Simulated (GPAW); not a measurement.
# Bi2TeSe2 (Skippenite) (R-3m) in GPAW: single point with LDA

Aim: the single point of Bi2TeSe2 (Skippenite) with LDA.

All numbers are computed with GPAW 26.7.0; they aren't measurements. Logs are shortened: lines on timing, memory, paths and dates and some standing lists are left out, and cuts for length are marked. The log counts tension as positive stress, the text compression.

### Step 1. The crystal as given

The structure is trigonal, space group R-3m (No. 166). Conventional cell: a = 4.183 Å, b = 4.183 Å, c = 29.137 Å, α = 90.00°, β = 90.00°, γ = 120.00°. Bi (site symmetry 3m) has 3 Se at 2.93 Å and 3 Te at 3.06 Å as nearest neighbours. Te (site symmetry -3m) is surrounded by 6 Bi at 3.06 Å. Se (site symmetry 3m) has 3 Bi at 2.93 Å as nearest neighbours.

### Step 2. Single point, LDA

File run.py:

```python
from ase import Atoms
from ase.dft.bandgap import bandgap
from ase.io import write
from ase.units import GPa
from gpaw import GPAW, PW

atoms = Atoms(['Bi', 'Bi', 'Te', 'Se', 'Se'],
              cell=[[2.0915, 1.207528088, 9.7123333333],
                    [-2.0915, 1.207528088, 9.7123333333],
                    [0.0, -2.415056176, 9.7123333333]],
              scaled_positions=[[0.60194, 0.60194, 0.60194],
                                [0.39806, 0.39806, 0.39806],
                                [0.0, 0.0, 0.0],
                                [0.7884, 0.7884, 0.7884],
                                [0.2116, 0.2116, 0.2116]],
              pbc=True)

calc = GPAW(mode=PW(450),
            xc='LDA',
            kpts={'size': (6, 6, 6), 'gamma': True},
            occupations={'name': 'fermi-dirac', 'width': 0.05},
            nbands=39,
            maxiter=120,
            txt='gpaw.txt')
atoms.calc = calc
energy = atoms.get_potential_energy()
forces = atoms.get_forces()
stress = atoms.get_stress()
calc.write('gs.gpw')
write('result.traj', atoms)
print(f'Energy: {energy:.6f} eV')
print('Forces (eV/A):')
print(forces.round(4))
print('Stress (GPa):', (stress / GPa).round(3))
print('Fermi level:', round(calc.get_fermi_level(), 4), 'eV')
print(f'Gap: {bandgap(calc)[0]:.4f} eV, direct: {bandgap(calc, direct=True)[0]:.4f} eV')
```

Potentials or basis: the program's PAW data sets (release 1.2.1) made for this functional, pw.

On the command line:

```sh
> OMP_NUM_THREADS=1 python run.py
```

gpaw.txt:

```text
__  _  _
 | _ |_)|_||  |
 |__||  | ||/\| - 26.7.0

Input parameters:
  mode=PW(ecut=450.00000000000006),
  kpts=MonkhorstPack(size=(6, 6, 6), gamma=True),
  maxiter=120,
  nbands=39,
  occupations=Occupations(name='fermi-dirac', width=0.05),
  xc=XC(name='LDA')

Diagonalizing LCAO Hamiltonian
Converting LCAO to pw mode

       Se

       Bi

       Bi

       Se

       Te

Atoms  # Å, Bohr magnetons
|   | symbol |         x |         y |         z |    initial magnetic moments |
|---|--------|-----------|-----------|-----------|-----------------------------|
| 0 |     Bi |  0.000000 | -0.000000 | 17.538726 | ( 0.0000,  0.0000,  0.0000) |
| 1 |     Bi |  0.000000 | -0.000000 | 11.598274 | ( 0.0000,  0.0000,  0.0000) |
| 2 |     Te |  0.000000 |  0.000000 |  0.000000 | ( 0.0000,  0.0000,  0.0000) |
| 3 |     Se |  0.000000 |  0.000000 | 22.971611 | ( 0.0000,  0.0000,  0.0000) |
| 4 |     Se | -0.000000 |  0.000000 |  6.165389 | ( 0.0000,  0.0000,  0.0000) |

Unit cell  # Å
| periodic |         x |         y |        z |   lengths |    angles |
|----------|-----------|-----------|----------|-----------|-----------|
|      yes |  2.091500 |  1.207528 | 9.712333 | 10.008092 | 24.125272 |
|      yes | -2.091500 |  1.207528 | 9.712333 | 10.008092 | 24.125272 |
|      yes |  0.000000 | -2.415056 | 9.712333 | 10.008092 | 24.125272 |

Number of symmetries: 12
Symmetry operations  # r_c * U_cc + t_c -> r_c
|    | kind |            matrix            |
|----|------|------------------------------|
|  0 |  E   |  1, 0, 0,  0, 1, 0,  0, 0, 1 |
|  1 |  σ   |  1, 0, 0,  0, 0, 1,  0, 1, 0 |
|  2 |  σ   |  0, 1, 0,  1, 0, 0,  0, 0, 1 |
|  3 |  C3  |  0, 1, 0,  0, 0, 1,  1, 0, 0 |
|  4 |  C3  |  0, 0, 1,  1, 0, 0,  0, 1, 0 |
|  5 |  σ   |  0, 0, 1,  0, 1, 0,  1, 0, 0 |
|  6 |  C2  |  0, 0,-1,  0,-1, 0, -1, 0, 0 |
|  7 |  S6  |  0, 0,-1, -1, 0, 0,  0,-1, 0 |
|  8 |  S6  |  0,-1, 0,  0, 0,-1, -1, 0, 0 |
|  9 |  C2  |  0,-1, 0, -1, 0, 0,  0, 0,-1 |
| 10 |  C2  | -1, 0, 0,  0, 0,-1,  0,-1, 0 |
| 11 |  i   | -1, 0, 0,  0,-1, 0,  0, 0,-1 |

BZ-sampling:
  Number of BZ points: 216
  Number of IBZ points: 32

  Monkhorst-Pack size: [6, 6, 6]
  Monkhorst-Pack shift: [0.08333333333333333, 0.08333333333333333, 0.08333333333333333]

K-points  # in reciprocal-cell coordinates
|     |                                coordinates |     weight |
|-----|--------------------------------------------|------------|
|   0 | (  0.00000000,   0.00000000,   0.00000000) | 0.00462963 |
|   1 | (  0.16666667,   0.00000000,  -0.16666667) | 0.02777778 |
|   2 | (  0.16666667,   0.00000000,   0.00000000) | 0.02777778 |
|   3 | (  0.16666667,   0.16666667,  -0.16666667) | 0.02777778 |
|   4 | (  0.16666667,   0.16666667,   0.00000000) | 0.02777778 |
|   5 | (  0.16666667,   0.16666667,   0.16666667) | 0.00925926 |
|   6 | (  0.33333333,  -0.16666667,  -0.16666667) | 0.02777778 |
|   7 | (  0.33333333,   0.00000000,  -0.33333333) | 0.02777778 |
|   8 | (  0.33333333,   0.00000000,  -0.16666667) | 0.05555556 |
|   9 | (  0.33333333,   0.00000000,   0.00000000) | 0.02777778 |
| ... |                                            |            |
|  31 | (  0.50000000,   0.50000000,   0.50000000) | 0.00462963 |

Plane wave coefficients: 3211
Cutoff: 450.00000000000006 eV

Spin-components: 1 (collinear spins)
Bands:           39
Projectors:      27
Spin-degeneracy: 2
Datatype:        complex128

Parallelization:
  kpt:    1
  domain: 1
  band:   1

Density:
  Valence electrons: 48.0
  Components: 1
  Grid points: [49 49 49]
  Charge: 0.0  # |e|

Potential:
  Grid points: [49 49 49]

species:
  Bi:
    name:    Bismuth
    Z:       83.0
    valence: 15
    core:    68
    charge:  0.0  # [|e|]
    compensation charges:
      type: gauss
      rc: 0.38  # [Å]
      lmax: 2
    cutoffs:
      filter: 2.23  # [Å]
      core: 2.33  # [Å]
    projectors
    | kind |    occ | energy [eV] | rcut [Å] |
    |------|--------|-------------|----------|
    |   6s |  2.000 |     -14.665 |    1.286 |
    |   6p |  3.000 |      -4.777 |    1.275 |
    |   5d | 10.000 |     -27.225 |    1.349 |
    |    s |        |      12.546 |    1.286 |
    |    p |        |      22.434 |    1.275 |
    |    d |        |      -0.013 |    1.349 |

    Using partial waves for Bi as LCAO basis

  Te:
    name:    Tellurium
    Z:       52.0
    valence: 6
    core:    46
    charge:  0.0  # [|e|]
    compensation charges:
      type: gauss
      rc: 0.36  # [Å]
      lmax: 2
    cutoffs:
      filter: 2.09  # [Å]
      core: 3.17  # [Å]
    projectors
    | kind |    occ | energy [eV] | rcut [Å] |
    |------|--------|-------------|----------|
    |   5s |  2.000 |     -15.337 |    1.180 |
    |   5p |  4.000 |      -6.113 |    1.196 |
    |    s |        |      11.875 |    1.180 |
    |    p |        |      21.098 |    1.196 |
    |    d |        |       0.000 |    1.238 |

    Using partial waves for Te as LCAO basis

  Se:
    name:    Selenium
    Z:       34.0
    valence: 6
    core:    28
    charge:  0.0  # [|e|]
    compensation charges:
      type: gauss
      rc: 0.27  # [Å]
      lmax: 2
    cutoffs:
      filter: 1.77  # [Å]
      core: 2.67  # [Å]
    projectors
    | kind |    occ | energy [eV] | rcut [Å] |
    |------|--------|-------------|----------|
    |   4s |  2.000 |     -17.472 |    0.847 |
    |   4p |  4.000 |      -6.656 |    1.005 |
    |    s |        |       9.739 |    0.847 |
    |    p |        |      20.555 |    1.005 |
    |    d |        |       0.000 |    0.847 |

    Using partial waves for Se as LCAO basis

Reference energy: -1485748.538774  # eV

eigensolver:
  PPCG
  Converge bands: occupied
  niter=2

density mixing:
  MSR1-Mixer
  Pratt-step length: 0.05
  Maximum mixing coefficient: 0.75
  Old densities: 10
  SVD Regularization: 0.005
  Good broyden scale: 1.0
  Trust region scale: 1.0
  Backstep threshold: 4.0
  History deletion threshold: 6.0
  Fourier metric: weight=20.0, sigma=0.015

occupation numbers:
  Fermi-Dirac:
    width: 0.0500  # eV

poisson solver:
  ecut: 3600.0000000000005  # eV

xc functional:
  name: None

convergence criteria:
- Maximum [total energy] change in last 3 cyles: 0.0005 eV / valence electron
- Maximum integral of absolute [dens]ity change: 0.0001 electrons / valence electron
- Maximum integral of absolute [eigenst]ate change: 4e-08 eV^2 / valence electron
maximum number of iterations: 120

SCF iterations
|iter     | |      energy | eigst |  dens |
|---------|-|-------------|-------|-------|
|iter:   1| |  -24.661685 | +0.00 |       |
|iter:   2| |  -24.420994 | -1.99 | -1.22 |
|iter:   3| |  -24.099111 | -2.82 | -1.31 |
|iter:   4| |  -24.061946 | -3.27 | -1.63 |
|iter:   5| |  -24.061434 | -3.85 | -2.05 |
|iter:   6| |  -24.060581c| -4.67 | -2.58 |
|iter:   7| |  -24.060614c| -5.55 | -3.23 |
|iter:   8| |  -24.060644c| -5.86 | -3.79 |
|iter:   9| |  -24.060646c| -6.88 | -4.35c|
|iter:  10| |  -24.060646c| -7.51c| -4.88c|

Converged in 10 steps
Energy contributions relative to reference atoms: (reference = -1485748.538774)

Energy contributions:
  Kinetic:          63.170340
  Coulomb:         -59.748069
  Zero:             -2.783048
  External:          0.000000
  Xc:              -24.699800
  Entropy:          -0.000141
  Spinorbit:         0.000000
  ----------------------------
  Free energy:     -24.060717
  Extrapolated:    -24.060646

dipole moment: (0.000000, -0.000000, -125.047136)  # |e|*Ang

Fermi level: 5.952
Eigenvalues  # (at kpt = [0.000, 0.000, 0.000])
| band index |      eig [eV] | occ [0-2] |
|------------|---------------|-----------|
|          0 |       -17.378 |     2.000 |
|        ... |               |           |
|         16 |         3.724 |     2.000 |
|         17 |         3.856 |     2.000 |
|         18 |         3.856 |     2.000 |
|         19 |         4.211 |     2.000 |
|         20 |         4.211 |     2.000 |
|         21 |         4.819 |     2.000 |
[... 8 lines left out ...]
|         30 |        11.165 |     0.000 |
|         31 |        11.992 |     0.000 |
|        ... |               |           |
|         38 |        14.133 |     0.000 |

Gap: 0.369 eV
Transition (v -> c):
  (s=0, k=0, n=23, [0.00, 0.00, 0.00]) -> (s=0, k=0, n=24, [0.00, 0.00, 0.00])
No difference between direct/indirect transitions

Forces  # eV/Ang
|        x |        y |        z |
|----------|----------|----------|
|  0.00000 |  0.00000 | -1.73567 |  # Bi   0
| -0.00000 |  0.00000 |  1.73567 |  # Bi   1
|  0.00000 | -0.00000 |  0.00000 |  # Te   2
|  0.00000 | -0.00000 | -0.62045 |  # Se   3
|  0.00000 |  0.00000 |  0.62045 |  # Se   4

Stress tensor  # eV/Ang^3
|        x |        y |        z |
|----------|----------|----------|
| 0.000714 | 0.000000 | 0.000000 |
| 0.000000 | 0.000714 | 0.000000 |
| 0.000000 | 0.000000 | 0.000046 |

# Writing to gs.gpw (mode='')
```

It took 1.8 min on 1 thread of AMD EPYC 9R45 (Zen 5), shared host; peak memory 0.42 GiB.

What came out:

```
Free energy            : -24.0607 eV
Pressure               : -0.1 GPa
Largest force          : 1.736 eV/Å
Band gap on the k mesh : 0.37 eV, direct
```

Forces on the atoms (eV/Å):
```
Bi   0.000  0.000 -1.736
Bi   0.000  0.000  1.736
Te   0.000  0.000  0.000
Se   0.000  0.000 -0.620
Se   0.000  0.000  0.620
```

Caveat: the cutoff is short for stress and forces, so pressures can be off by a GPa or more; spin-orbit coupling is left out, which as a rule narrows the gap of such compounds by several tenths of an eV; the program warned that so skewed a cell can give wrong results.
